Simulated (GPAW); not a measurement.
# PbSe (Clausthalite) (Fm-3m) in GPAW: single point with LDA

Aim: the single point of PbSe (Clausthalite) with LDA.

Program: GPAW 26.7.0. These are calculated values, not measurements. Logs are shortened: lines on timing, memory, paths and dates and some standing lists are left out, and cuts for length are marked. The log counts tension as positive stress, the text compression.

## Step 1: The undisturbed crystal

Symmetry: Fm-3m, No. 225, cubic system. The conventional cell has a = 6.121 Å, b = 6.121 Å, c = 6.121 Å, α = 90.00°, β = 90.00°, γ = 90.00°. Pb (site symmetry m-3m) has 6 Se at 3.06 Å as nearest neighbours. Around Se (site symmetry m-3m) lie 6 Pb at 3.06 Å.

## Step 2: Single point, LDA (atoms moved at random, drawn with an rms of 0.02 Å)

Input file run.py:

```python
from ase.dft.bandgap import bandgap
from ase.io import read, write
from ase.units import GPa
from gpaw import GPAW, PW

atoms = read('POSCAR')

calc = GPAW(mode=PW(450),
            xc='LDA',
            kpts={'size': (6, 6, 6), 'gamma': True},
            occupations={'name': 'fermi-dirac', 'width': 0.05},
            nbands=19,
            convergence={'density': 1e-05, 'energy': 1e-05},
            maxiter=80,
            txt='gpaw.txt')
atoms.calc = calc
energy = atoms.get_potential_energy()
forces = atoms.get_forces()
stress = atoms.get_stress()
calc.write('gs.gpw')
write('result.traj', atoms)
print(f'Energy: {energy:.6f} eV')
print('Forces (eV/A):')
print(forces.round(4))
print('Stress (GPa):', (stress / GPa).round(3))
print('Fermi level:', round(calc.get_fermi_level(), 4), 'eV')
print(f'Gap: {bandgap(calc)[0]:.4f} eV, direct: {bandgap(calc, direct=True)[0]:.4f} eV')
```

Input file POSCAR:

```
PbSe
1.0
    0.0000000000      3.0606500000      3.0606500000
    3.0606500000      0.0000000000      3.0606500000
    3.0606500000      3.0606500000      0.0000000000
Pb Se
1 1
Direct
   -0.0007790000      0.0015560000     -0.0012740000
    0.4990180000      0.4987710000      0.4988220000
```

Potentials or basis: the program's PAW data sets (release 1.2.1) made for this functional, pw.

Started as:

```bash
$ OMP_NUM_THREADS=1 python run.py
```

gpaw.txt:

```text
__  _  _
 | _ |_)|_||  |
 |__||  | ||/\| - 26.7.0

Input parameters:
  mode=PW(ecut=450.00000000000006),
  convergence={'density': 1e-05, 'energy': 1e-05},
  kpts=MonkhorstPack(size=(6, 6, 6), gamma=True),
  maxiter=80,
  nbands=19,
  occupations=Occupations(name='fermi-dirac', width=0.05),
  xc=XC(name='LDA')

Diagonalizing LCAO Hamiltonian
Converting LCAO to pw mode

                Se

       Pb

Atoms  # Å, Bohr magnetons
|   | symbol |        x |         y |        z |    initial magnetic moments |
|---|--------|----------|-----------|----------|-----------------------------|
| 0 |     Pb | 0.000863 | -0.006284 | 0.002378 | ( 0.0000,  0.0000,  0.0000) |
| 1 |     Se | 3.053283 |  3.054039 | 3.053883 | ( 0.0000,  0.0000,  0.0000) |

Unit cell  # Å
| periodic |        x |        y |        z |  lengths |    angles |
|----------|----------|----------|----------|----------|-----------|
|      yes | 0.000000 | 3.060650 | 3.060650 | 4.328413 | 60.000000 |
|      yes | 3.060650 | 0.000000 | 3.060650 | 4.328413 | 60.000000 |
|      yes | 3.060650 | 3.060650 | 0.000000 | 4.328413 | 60.000000 |

Number of symmetries: 1
Symmetry operations  # r_c * U_cc + t_c -> r_c
|   | kind |            matrix            |
|---|------|------------------------------|
| 0 |  E   |  1, 0, 0,  0, 1, 0,  0, 0, 1 |

BZ-sampling:
  Number of BZ points: 216
  Number of IBZ points: 112

  Monkhorst-Pack size: [6, 6, 6]
  Monkhorst-Pack shift: [0.08333333333333333, 0.08333333333333333, 0.08333333333333333]

K-points  # in reciprocal-cell coordinates
|     |                                coordinates |     weight |
|-----|--------------------------------------------|------------|
|   0 | (  0.00000000,   0.00000000,   0.00000000) | 0.00462963 |
|   1 | (  0.00000000,   0.00000000,   0.16666667) | 0.00925926 |
|   2 | (  0.00000000,   0.00000000,   0.33333333) | 0.00925926 |
|   3 | (  0.00000000,   0.00000000,   0.50000000) | 0.00462963 |
|   4 | (  0.00000000,   0.16666667,  -0.33333333) | 0.00925926 |
|   5 | (  0.00000000,   0.16666667,  -0.16666667) | 0.00925926 |
|   6 | (  0.00000000,   0.16666667,   0.00000000) | 0.00925926 |
|   7 | (  0.00000000,   0.16666667,   0.16666667) | 0.00925926 |
|   8 | (  0.00000000,   0.16666667,   0.33333333) | 0.00925926 |
|   9 | (  0.00000000,   0.16666667,   0.50000000) | 0.00925926 |
| ... |                                            |            |
| 111 | (  0.50000000,   0.50000000,   0.50000000) | 0.00462963 |

Plane wave coefficients: 1260
Cutoff: 450.00000000000006 eV

Spin-components: 1 (collinear spins)
Bands:           19
Projectors:      11
Spin-degeneracy: 2
Datatype:        complex128

Density:
  Valence electrons: 20.0
  Components: 1
  Grid points: [24 24 24]
  Charge: 0.0  # |e|

Potential:
  Grid points: [24 24 24]

species:
  Pb:
    name:    Lead
    Z:       82.0
    valence: 14
    core:    68
    charge:  0.0  # [|e|]
    compensation charges:
      type: gauss
      rc: 0.38  # [Å]
      lmax: 2
    cutoffs:
      filter: 2.36  # [Å]
      core: 2.43  # [Å]
    projectors
    | kind |    occ | energy [eV] | rcut [Å] |
    |------|--------|-------------|----------|
    |   6s |  2.000 |     -12.249 |    1.259 |
    |   6p |  2.000 |      -3.713 |    1.275 |
    |   5d | 10.000 |     -21.326 |    1.217 |
    |    s |        |      14.962 |    1.259 |
    |    p |        |      23.498 |    1.275 |
    |    d |        |       5.885 |    1.217 |

    Using partial waves for Pb as LCAO basis

  Se:
    name:    Selenium
    Z:       34.0
    valence: 6
    core:    28
    charge:  0.0  # [|e|]
    compensation charges:
      type: gauss
      rc: 0.27  # [Å]
      lmax: 2
    cutoffs:
      filter: 1.77  # [Å]
      core: 2.67  # [Å]
    projectors
    | kind |    occ | energy [eV] | rcut [Å] |
    |------|--------|-------------|----------|
    |   4s |  2.000 |     -17.472 |    0.847 |
    |   4p |  4.000 |      -6.656 |    1.005 |
    |    s |        |       9.739 |    0.847 |
    |    p |        |      20.555 |    1.005 |
    |    d |        |       0.000 |    0.847 |

    Using partial waves for Se as LCAO basis

Reference energy: -632988.107271  # eV

eigensolver:
  PPCG
  Converge bands: occupied
  niter=2

density mixing:
  MSR1-Mixer
  Pratt-step length: 0.05
  Maximum mixing coefficient: 0.75
  Old densities: 10
  SVD Regularization: 0.005
  Good broyden scale: 1.0
  Trust region scale: 1.0
  Backstep threshold: 4.0
  History deletion threshold: 6.0
  Fourier metric: weight=20.0, sigma=0.015

occupation numbers:
  Fermi-Dirac:
    width: 0.0500  # eV

poisson solver:
  ecut: 3600.0000000000005  # eV

xc functional:
  name: None

convergence criteria:
- Maximum integral of absolute [dens]ity change: 1e-05 electrons / valence electron
- Maximum [total energy] change in last 3 cyles: 1e-05 eV / valence electron
- Maximum integral of absolute [eigenst]ate change: 4e-08 eV^2 / valence electron
maximum number of iterations: 80

SCF iterations
|iter     | |      energy | eigst |  dens |
|---------|-|-------------|-------|-------|
|iter:   1| |   -9.924747 | -0.27 |       |
|iter:   2| |   -9.867138 | -2.15 | -1.25 |
|iter:   3| |   -9.675304 | -2.06 | -1.30 |
|iter:   4| |   -9.673351 | -4.02 | -1.92 |
|iter:   5| |   -9.673011 | -4.76 | -2.33 |
|iter:   6| |   -9.673014 | -5.90 | -3.36 |
|iter:   7| |   -9.673014c| -6.88 | -3.91 |
|iter:   8| |   -9.673014c| -7.80c| -4.57 |
|iter:   9| |   -9.673014c| -8.03c| -5.26c|

Converged in 9 steps
Energy contributions relative to reference atoms: (reference = -632988.107271)

Energy contributions:
  Kinetic:          14.813433
  Coulomb:         -15.499693
  Zero:             -0.058349
  External:          0.000000
  Xc:               -8.927527
  Entropy:          -0.001758
  Spinorbit:         0.000000
  ----------------------------
  Free energy:      -9.673893
  Extrapolated:     -9.673014

dipole moment: (0.008367, 25.867035, 0.032987)  # |e|*Ang

Fermi level: 5.842
Eigenvalues  # (at kpt = [0.000, 0.000, 0.000])
| band index |      eig [eV] | occ [0-2] |
|------------|---------------|-----------|
|          0 |       -10.966 |     2.000 |
|        ... |               |           |
|          2 |       -10.958 |     2.000 |
|          3 |       -10.958 |     2.000 |
|          4 |       -10.958 |     2.000 |
|          5 |        -7.863 |     2.000 |
|          6 |        -0.617 |     2.000 |
|          7 |         3.890 |     2.000 |
[... 9 lines left out ...]
|         17 |        14.042 |     0.000 |
|         18 |        14.802 |     0.000 |

Gap: 0.146 eV
Transition (v -> c):
  (s=0, k=3, n=9, [0.00, 0.00, 0.50]) -> (s=0, k=3, n=10, [0.00, 0.00, 0.50])
No difference between direct/indirect transitions

Forces  # eV/Ang
|        x |        y |        z |
|----------|----------|----------|
|  0.00285 |  0.00011 |  0.00319 |  # Pb   0
| -0.00285 | -0.00011 | -0.00319 |  # Se   1

Stress tensor  # eV/Ang^3
|         x |         y |         z |
|-----------|-----------|-----------|
|  0.019048 | -0.000000 | -0.000004 |
| -0.000000 |  0.019067 | -0.000000 |
| -0.000004 | -0.000000 |  0.019044 |

# Writing to gs.gpw (mode='')
```

Run time: 60 s. Hardware: 1 thread of Arm Neoverse V1, shared host; peak memory 0.2 GiB.

What came out:

- Free energy: -9.6739 eV
- Pressure: -3.1 GPa
- Largest force: 0.004 eV/Å
- Band gap on the k mesh: 0.15 eV, direct

Forces on the atoms (eV/Å):
```
Pb   0.003  0.000  0.003
Se  -0.003  0.000 -0.003
```

Levels at points of the mesh, in eV from the valence-band top:
```tsv
k point	band 6	band 7	band 8	band 9	band 10	band 11	band 12	band 13	band 14	band 15
(0.00, 0.00, 0.00)	-13.63	-6.39	-1.88	-1.88	-1.88	4.57	4.57	4.57	6.50	6.50
(0.00, 0.00, 0.50)	-12.57	-8.84	-1.45	-1.45	0.00	0.15	1.58	1.58	8.43	10.11
(0.00, 0.50, 0.00)	-12.57	-8.84	-1.45	-1.45	0.00	0.15	1.58	1.58	8.43	10.11
(0.00, 0.50, 0.50)	-12.20	-7.44	-5.02	-3.25	-3.25	3.64	5.48	5.48	5.92	11.38
(0.50, 0.00, 0.00)	-12.57	-8.84	-1.45	-1.45	0.00	0.15	1.58	1.58	8.43	10.11
(0.50, 0.00, 0.50)	-12.20	-7.44	-5.02	-3.25	-3.25	3.63	5.48	5.48	5.92	11.38
(0.50, 0.50, 0.00)	-12.20	-7.44	-5.02	-3.25	-3.25	3.64	5.48	5.48	5.92	11.38
(0.50, 0.50, 0.50)	-12.57	-8.84	-1.45	-1.45	0.00	0.15	1.58	1.58	8.43	10.11
```

Caveat: the cutoff is short for stress and forces, so pressures can be off by a GPa or more; spin-orbit coupling is left out, which as a rule narrows the gap of such compounds by several tenths of an eV. A k mesh can miss the band edges.
